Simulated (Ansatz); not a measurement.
Crystal: InAs.

```
CELL_PARAMETERS angstrom
0.00000 2.87730 2.87730
2.87730 0.00000 2.87730
2.87730 2.87730 0.00000
ATOMIC_POSITIONS crystal
In 0.50000 0.50000 0.50000
As 0.00000 0.00000 0.00000
```

Measurements of this composition are mostly on another form, of space group No. 216.

```yaml
Program: Ansatz 0.2.0
Task: relaxation of cell and atoms
Functional: PBEsol
Potentials_or_basis: Ansatz PAW
Cutoff: "420 eV (not typed: the program's choice for these potentials)"
k_mesh: 8 × 8 × 8
Occupations: fermi-dirac, width 0.05 eV
Spin: no spin polarisation
```

At the start: volume 23.82 Å³/atom.

**Question.** Where does the relaxation end?

**Answer.** It ends after 5 steps and the volume is 22.61 Å³/atom (-5.1 %); space group Fm-3m (No. 225, to 0.05 Å).

The path:
```tsv
step	energy change (eV)	largest force (eV/Å)	volume (Å³)
1	0.0000	0.0000	47.64
2	-0.0134	0.0000	43.57
3	-0.0269	0.0000	45.37
4	-0.0271	0.0000	45.21
5	-0.0265	0.0000	45.21
```

Final structure:
```yaml
crystal:
  lattice:
    - [0.00000, 2.82753, 2.82753]
    - [2.82753, 0.00000, 2.82753]
    - [2.82753, 2.82753, 0.00000]
  atoms:
    - { symbol: In, position: [0.50000, 0.50000, 0.50000] }
    - { symbol: As, position: [0.00000, 0.00000, 0.00000] }
```

Caveat: the plane-wave basis is chosen anew once the cell has moved, so the energies of steps on either side of that aren't comparable; the PAW data sets come from PBE, with cores solved anew for the run's functional, which leaves a small shift of forces and pressure.
